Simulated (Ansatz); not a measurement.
An Ansatz (a first-principles code) run: SrF2; r2SCAN (Ansatz, PAW, scalar-relativistic without spin-orbit coupling).

Input:

Ansatz 0.2 input:
```yaml
crystal:
  lattice:
    - [0, 2.895316991, 2.895316991]
    - [2.895316991, 0, 2.895316991]
    - [2.895316991, 2.895316991, 0]
  atoms:
    - { symbol: Sr, position: [0, 0, 0] }
    - { symbol: F, position: [0.25, 0.25, 0.25] }
    - { symbol: F, position: [0.75, 0.75, 0.75] }
basis: { ecutwfc: 500, ecutrho_ratio: 4, xc_grid: 4, fft_grid_basis: typed }
kpoints: { mp_grid: { grid: [10, 10, 10] } }
hamiltonian:
  xc: r2scan
  dispersion: none
  pseudopotentials: { kind: paw }
scf: { occupations: { method: fermi_dirac, width: 0.05 }, convergence: { dr2_threshold: 0.0000000003 } }
output: { forces: true, stress: true }
```

Output:

```
WARN ansatz: RAYON_NUM_THREADS=2 ignored (pool sized by the plan → 2); use --threads N
Pseudopotentials: kind: paw
Pseudopotential: Sr, paw, valence charge 10
Pseudopotential: F, paw, valence charge 7
Functional definition: r2SCAN
Crystal: 3 atoms, lattice volume = 48.542 Å³
Basis set: ecut = 500 eV, 1243 PW (Γ), exchange–correlation on 120×120×120 points (64 copies of the dense FFT grid, shifted against one another)
Bands: 16, of which v1, the nominal top of the filled ones, is band 12 counted from 1 (11 counted from 0)
Symmetry: 48 space group operations
Space group: Fm-3m (ITA 225), of the structure as read, at distance tolerance 3.6e-5 Å
k-points: 47 of 1000
PAW frozen core: Sr, regenerated for the run's functional
PAW frozen core: F, regenerated for the run's functional
Initial density: superposition of atomic densities (neutral atoms: chi_scale 0, normalization atom), corrected by the library's trained network
Initial wavefunctions: pseudopotential atomic-orbital guess
Eigensolver: davidson
Functional: x = r2scan, c = r2scan; τ floored in thin density (d = 2e-4 eV/Å³)
SCF iter   1: F=—  HF=-5181.473404 eV  |F-HF|=—  |Δ(HF+E_count)|=         —  Δρ=8.44e-3  dr2=3.42e-2  dr2_τ=6.87e-2  ethr=1.77e-3  ⟨swp⟩=8.8  Hψ=5161  notcnv=0
all-band conjugate gradients solve this SCF's bands
preconditioner: auto → none
SCF iter   2: F=—  HF=-5181.554831 eV  |F-HF|=—  |Δ(HF+E_count)|=   8.14e-2  Δρ=5.84e-3  dr2=5.28e-3  dr2_τ=1.63e-3  ethr=1.42e-4  ⟨swp⟩=2.4  Hψ=1866  notcnv=0
SCF iter   3: F=—  HF=-5181.553708 eV  |F-HF|=—  |Δ(HF+E_count)|=   1.12e-3  Δρ=1.83e-3  dr2=5.70e-4  dr2_τ=1.46e-4  ethr=2.20e-5  ⟨swp⟩=2.0  Hψ=1225  notcnv=0
SCF iter   4: F=—  HF=-5181.553658 eV  |F-HF|=—  |Δ(HF+E_count)|=   5.01e-5  Δρ=2.02e-4  dr2=5.13e-6  dr2_τ=1.54e-6  ethr=2.37e-6  ⟨swp⟩=1.2  Hψ=825  notcnv=0
SCF iter   5: F=—  HF=-5181.553664 eV  |F-HF|=—  |Δ(HF+E_count)|=   5.15e-6  Δρ=2.37e-5  dr2=1.07e-7  dr2_τ=4.47e-8  ethr=2.14e-8  ⟨swp⟩=2.1  Hψ=1253  notcnv=0
SCF iter   6: F=—  HF=-5181.553663 eV  |F-HF|=—  |Δ(HF+E_count)|=   1.70e-8  Δρ=5.60e-6  dr2=1.10e-8  dr2_τ=5.45e-9  ethr=4.48e-10  ⟨swp⟩=2.0  Hψ=1312  notcnv=0
SCF iter   7: F=—  HF=-5181.553663 eV  |F-HF|=—  |Δ(HF+E_count)|=   9.09e-9  Δρ=2.06e-6  dr2=1.39e-9  dr2_τ=2.58e-10  ethr=4.58e-11  ⟨swp⟩=2.2  Hψ=1287  notcnv=0
SCF iter   8: F=-5181.553663 eV  HF=-5181.553663 eV  |F-HF|=8.19e-12  |Δ(HF+E_count)|=  1.04e-10  Δρ=2.82e-7  dr2=2.28e-11  dr2_τ=4.98e-12  ethr=1.25e-12  ⟨swp⟩=5.1  Hψ=2958  notcnv=0
SCF 1 converged in 8 iterations: F = -5181.553663 eV  dr2 = 2.28e-11
SCF converged after 8 iterations
Free energy (F): -5181.553663 eV
Harris-Foulkes:  -5181.553663 eV  (|F-HF|=8.19e-12)
Internal energy: -5181.553663 eV  (E = F + TS)
E sigma→0 (E₀):  -5181.553663 eV
Fermi energy:    6.493933 eV
--- Per-component energies (eV) ---
  E_band       = -164.151407
  E_kinetic    = 664.738889
  E_local      = -1803.939298  (includes V_loc(G=0)·N_el)
  E_nonlocal   = 347.123666
  E_hartree    = 597.544991
  E_xc         = -324.429876
  E_vxc        = -413.570107  (∫ρ·V_xc dr)
  E_paw        = -3121.694145  (= ΣΔE_a)
  E_vpaw       = -180.396237  (= ΣTr[D̂ρ^β])
  E_aug_tail   = 0.002016  (compensation charges beyond the density's cutoff)
  E_vtau       = 26.799643  (kinetic-family band-sum trace: ∫τ·v_τ [+ j·A + Jᵃ·Aᵃ] dr)
  E_ewald      = -1540.691087
  E_core_change = -0.208820  (= ΣΔE_core)
  E_smearing   = -0.000000  (= −TS)
  E_closure    = 0.000000  (closes the sum)
  Σ components = -5181.553663   (vs F -5181.553663, Δ=0.00e0)
  [band-id]    e_kinetic+e_local+e_nonlocal+2·e_hartree+e_vxc+e_vpaw+e_augmentation_tail+e_vtau = -164.151446   (vs E_band -164.151407, Δ=-3.91e-5)
--- Forces (eV/Å), atoms counted from 1 ---
  atom   1  Sr    -0.00000000    -0.00000000    -0.00000000
  atom   2  F      0.00000000     0.00000000     0.00000000
  atom   3  F     -0.00000000    -0.00000000     0.00000000
  max |Σ_I F_I| component: 9.25e-18 eV/Å
--- Stress (GPa, compression-positive) ---
       -0.000016       0.000000      -0.000000
       -0.000000      -0.000016       0.000000
       -0.000000       0.000000      -0.000016
  P = ⅓ Tr σ = -0.0000 GPa (-0.000 kbar)
  The stress holds the Pulay correction. Without it, at fixed plane waves, as pw.x and ABINIT print it: P = -0.0925 GPa
  The stress includes an estimate of the error left by incomplete SCF convergence (largest component 0.0001 GPa).
--- Band table ---
  band table: none
```

Whether these cells are dynamically stable was not tested. The cell is SrF2 in the fluorite structure (space group Fm-3m, No. 225).
